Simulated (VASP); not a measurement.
Set up this calculation in VASP 6.6.1, as the native input.

```
Task                   : relaxation of shape and atoms at fixed volume
Functional             : PBE
Dispersion             : D3(BJ)
Potentials or basis    : VASP PAW PBE potentials, release 64 (Bi_d, Te)
Cutoff                 : 600 eV
k mesh                 : 7 × 7 × 7
Occupations            : gaussian, width 0.03 eV
Spin                   : no spin polarisation
Further INCAR settings : ALGO = Fast; EDIFF = 1e-07; IBRION = 2; EDIFFG = -0.01; NSW = 40; ISIF = 4
```

The structure of Bi2Te3 (Tellurobismuthite) lies in POSCAR:

```
Bi2Te3                                  
1.0
    2.1783484826      1.2576700828     10.0241951310
   -2.1783484826      1.2576700828     10.0241951310
    0.0000000000     -2.5153401657     10.0241951310
  Bi              Te            
     2     3
Direct
     0.4001245877623609    0.4001245877623609    0.4001245877623609
     0.5998754122376390    0.5998754122376390    0.5998754122376390
     0.0000000000000000    0.0000000000000000    0.0000000000000000
     0.2092503255772209    0.2092503255772209    0.2092503255772209
     0.7907496744227791    0.7907496744227791    0.7907496744227791
```

The cell isn't the ideal one: a relaxed cell with its volume scaled by 0.98.

One way to write it, as run:

INCAR

```
SYSTEM = Bi2Te3
PREC = Accurate
ENCUT = 600
EDIFF = 1E-7
ISMEAR = 0
SIGMA = 0.03
LREAL = .False.
LASPH = .True.
NELM = 80
ALGO = Fast
ISIF = 4
LWAVE = .False.
LCHARG = .False.
GGA = PE
IVDW = 12
IBRION = 2
NSW = 40
EDIFFG = -0.01
```

KPOINTS

```
regular mesh
0
Gamma
  7 7 7
  0 0 0
```

Potentials or basis: VASP PAW PBE potentials, release 64 (Bi_d, Te).

The run is started by

```sh
$ cat potpaw_PBE.64/Bi_d/POTCAR potpaw_PBE.64/Te/POTCAR > POTCAR
$ mpirun -np 1 vasp_std > vasp.out
```

Results of the run:

```
Energy gained by relaxing    : 0.7 meV/atom
Ionic steps                  : 7
Pressure after relaxing      : 0.8 GPa
Largest force after relaxing : 0.003 eV/Å
Band gap on the k mesh       : 0.24 eV, direct
Dispersion energy per atom   : -0.461 eV
```

Caveat: spin-orbit coupling is left out, which as a rule narrows the gap of such compounds by several tenths of an eV; an odd mesh through Γ misses points on the zone boundary, where band edges often lie.

It took 56 min on 1 thread of Intel(R) Xeon(R) 6975P-C (Granite Rapids), on a shared host, peak memory 1.2 GiB.
